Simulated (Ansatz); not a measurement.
# TiC: the cost of one run

Method: DFT PBE, scalar-relativistic, plane waves, PAW, in Ansatz 0.2.0.

4 further runs of the same task are left out: 1 that didn't finish, 3 set aside as unsound or not needed.

### 1 The starting structure

The structure is cubic, space group Fm-3m (No. 225). Conventional cell: a = 4.333 Å, b = 4.333 Å, c = 4.333 Å, α = 90.00°, β = 90.00°, γ = 90.00°. Around Ti (site symmetry m-3m) lie 6 C at 2.17 Å. C (site symmetry m-3m) has 6 Ti at 2.17 Å in its first shell of neighbours.

As a file:

```cif
data_structure
_symmetry_space_group_name_H-M 'P 1'
_symmetry_Int_Tables_number 1
_cell_length_a 3.0638
_cell_length_b 3.0638
_cell_length_c 4.3329
_cell_angle_alpha 90.000
_cell_angle_beta 90.000
_cell_angle_gamma 90.000
_cell_volume 40.67
loop_
_atom_site_label
_atom_site_type_symbol
_atom_site_fract_x
_atom_site_fract_y
_atom_site_fract_z
_atom_site_occupancy
Ti1 Ti 0.50000 0.50000 0.50000 1
Ti2 Ti 0.00000 0.00000 0.00000 1
C1 C 0.50000 0.50000 0.00000 1
C2 C 0.00000 0.00000 0.50000 1
```

It is built from the cell relaxed beforehand with the same method (10.17 Å³/atom).

### 2 Zero of energy

The cell is repeated 2 times, 4 atoms in all. Reference values: F = -5504.5480 eV; pressure 0.00 GPa; largest force 0.000 eV/Å; gap on the mesh none (metal). It was computed beforehand with the settings of the runs below.

### 3 The disturbance

All atoms moved at random, sigma 0.25 Å a component, cell strained at random, sigma 0.01. Displacements in the unstrained cell, with the mean shift removed:

| atom | ux (Å) | uy (Å) | uz (Å) |
| --- | --- | --- | --- |
| Ti1 | 0.240 | 0.192 | 0.273 |
| Ti2 | -0.423 | -0.114 | 0.125 |
| C3 | -0.055 | -0.324 | -0.420 |
| C4 | 0.238 | 0.247 | 0.023 |

Strain (xx, yy, zz, yz, xz, xy; engineering shear): (0.0106, 0.0034, -0.0042, -0.0244, 0.0053, -0.0132).

### 4 The disturbed cell, one point

input.yaml

```yaml
crystal:
  lattice:
    - [0.0085334186, -2.1473820358, -2.1310031613]
    - [-0.020063536, 2.2002145221, -2.1838356475]
    - [4.3789173646, -0.0285969546, 0.0115301173]
  atoms:
    - { symbol: Ti, position: [0.3928191919, 0.4813526088, 0.5553591641] }
    - { symbol: Ti, position: [0.9976367457, 0.9447989468, -0.0975328581] }
    - { symbol: C, position: [0.6717977659, 0.5222578552, -0.0127501903] }
    - { symbol: C, position: [-0.0622537035, 0.0515905892, 0.5549238842] }
basis:
  ecutwfc: 420
kpoints:
  mp_grid: { grid: [12, 12, 8] }
hamiltonian:
  xc: pbe
scf:
  occupations: { method: gaussian, width: 0.15 }
output:
  forces: true
  stress: true
  eigenvalues: true
```

Started as:

```console
$ ansatz run input.yaml --threads 2 --pin off --max-ram 5120MiB --backend cpu --events-out ev --progress --plain --runs-dir out
```

What time and memory should one allow on 2 threads of Intel Xeon Platinum 8488C (Sapphire Rapids), shared host?

About 13 s, with a peak of 0.78 GiB.
